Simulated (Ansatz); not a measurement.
**A vibration from a frozen displacement in HfN**

Level of theory: Ansatz, DFT PBE, scalar-relativistic, plane waves, PAW. Cutoff 420 eV, Γ-centred 18×18×18 k-points, Gaussian smearing of 0.15 eV. Spin–orbit coupling is left out, which matters for the heavy elements here. No spin polarisation. Energies are free energies at this smearing, counted from the undisturbed cell; pressure is positive in compression.

Reference structure (as given, not relaxed at this level; it stands at 5.4 GPa):

```
Hf N
1.0
     0.00000    2.25900    2.25900
     2.25900    0.00000    2.25900
     2.25900    2.25900    0.00000
Hf N
1 1
Direct
  0.00000 0.00000 0.00000
  0.50000 0.50000 0.50000
```

Every N atom is moved by x along the Cartesian unit vector (0.000, -0.707, -0.707); the cell and all other atoms stay fixed. The cell's volume is 23.06 Å³; the moved atoms weigh 14.007 u together and the others 178.490 u. Some rows repeat others by symmetry and weren't run.

```
  x (Å)  ΔE (meV/cell) total force on the moved atoms along the move (eV/Å) pressure (GPa)
-0.3000         525.42                                                3.5207         16.9303
-0.2625         401.63                                                3.0761         14.2705
-0.2250         294.94                                                2.6149         11.9512
-0.1875         205.28                                                2.1708          9.9851
-0.1500         131.92                                                1.7429          8.3661
-0.1125          74.53                                                1.3172          7.0937
-0.0750          33.23                                                0.8842          6.1759
-0.0375           8.32                                                0.4435          5.6227
 0.0000           0.00                                                0.0000          5.4382
 0.0375           8.32                                               -0.4435          5.6227
 0.0750          33.23                                               -0.8842          6.1759
 0.1125          74.53                                               -1.3172          7.0937
 0.1500         131.92                                               -1.7429          8.3661
 0.1875         205.28                                               -2.1708          9.9851
 0.2250         294.94                                               -2.6149         11.9512
 0.2625         401.63                                               -3.0761         14.2705
 0.3000         525.42                                               -3.5207         16.9303
```

Q: What frequency belongs to this motion?

A: The force constant is k = −dF/dx = 11.827 eV/Å², from the parabola through x = -0.0375, 0 and 0.0375. In every cell the moved atoms swing against the rest, so the mass is μ = m₁m₂/(m₁ + m₂) = 12.988 u, and ν̃ = 521.5 cm⁻¹ × √(|k|/μ) = 498 cm⁻¹, at this cell's pressure of 5.4 GPa. To first order in x, and within 1 %, the force on every atom lies along the move and, within each of the two groups, in proportion to the atom's mass, so this is itself a mode at the zone centre of this cell.

Q: How far does the harmonic law reach?

A: At x = -0.300 Å, kx²/2 = 532.20 meV against the computed 525.42 meV (-1.3 %): the well is still close to harmonic there.

Q: The pressure changes with x². What does that say about the frequency under compression?

A: With E = k(V)x²/2, k ∝ V^(−2γ) and x scaling with the cell as V^(1/3), P − P0 = −∂E/∂V = (2γ − 2/3) ΔE/V. At x = 0.0750 Å, V(P − P0) = 23.06 × 0.73768 / 160.2 eV = 106.15 meV and ΔE = 33.23 meV, so γ = 1/3 + V(P − P0)/(2ΔE) = 1.93. This is the Grüneisen parameter of the motion under uniform scaling of the cell: shrinking the cell evenly by 1 % in volume raises the frequency by about 1.93 %.

In a metal these slopes depend on the k mesh and the smearing.

The nitrogen sublattice sits in a stiff, stable well for this displacement. Each N is caged by six Hf atoms, and moving it off centre compresses some Hf d–N p bonds while stretching others; short-range repulsion supplies much of the restoring force. With so heavy a partner, the 498 cm⁻¹ mode is almost entirely nitrogen motion. Inversion symmetry removes the odd terms of the energy, but the well is not purely quadratic: force divided by displacement falls slightly up to 0.1875 Å, then partly recovers, which suggests that higher even terms of opposite sign nearly cancel in the energy.

The positive Grüneisen parameter fits bonds that stiffen as they shorten, so relaxing the cell to zero pressure would probably lower the frequency. Because carriers screen the long-range field in metallic HfN, the zone-centre optical modes should remain threefold degenerate, without the longitudinal–transverse splitting of a polar insulator. Stability against this one motion says nothing about acoustic branches away from the zone centre, where electron–phonon coupling can soften transition-metal nitrides.
